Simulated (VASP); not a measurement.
BaZrO₃ (strained cubic perovskite): one r²SCAN single-point calculation in two programs

```
CELL_PARAMETERS angstrom
4.20535 0.00000 0.00000
0.00000 4.20535 0.00000
0.00000 0.00000 4.12125
ATOMIC_POSITIONS crystal
Ba 0.00000 0.00000 0.00000
Zr 0.50000 0.50000 0.50000
O 0.50000 0.50000 0.00000
O 0.50000 0.00000 0.50000
O 0.00000 0.50000 0.50000
```

Each program uses its own PAW datasets. VASP's cell holds 40 valence electrons and Ansatz's 40. Ansatz's stress includes a Pulay correction; VASP's doesn't.

Cutoffs: 520 eV in VASP, 500 eV in Ansatz. k meshes: 6×6×6 and 6×6×6.

```json
{"": "gap between bands v and c", "VASP": "3.65 eV", "Ansatz": "3.71 eV"}
{"": "least direct gap", "VASP": "3.87 eV", "Ansatz": "3.90 eV"}
{"": "pressure", "VASP": "4.7 GPa", "Ansatz": "3.5 GPa"}
```

Band v is the last that the valence electrons fill when counted band by band, and c is the next. Levels in eV from the top of v, Ansatz:

```
point    v−1      v     c   c+1
    Γ  -0.23  -0.19  3.71  3.80
    X  -0.46  -0.42  4.16  6.21
    M  -0.72  -0.09  6.23  6.23
    R   0.00   0.00  6.66  6.77
```

VASP:

```json
{"point": "Γ", "v−1": "-0.26", "v": "-0.21", "c": "3.65", "c+1": "3.75"}
{"point": "X", "v−1": "-0.49", "v": "-0.45", "c": "4.18", "c+1": "6.20"}
{"point": "M", "v−1": "-0.75", "v": "-0.12", "c": "6.19", "c+1": "6.19"}
{"point": "R", "v−1": "0.00", "v": "0.00", "c": "6.58", "c+1": "6.69"}
```
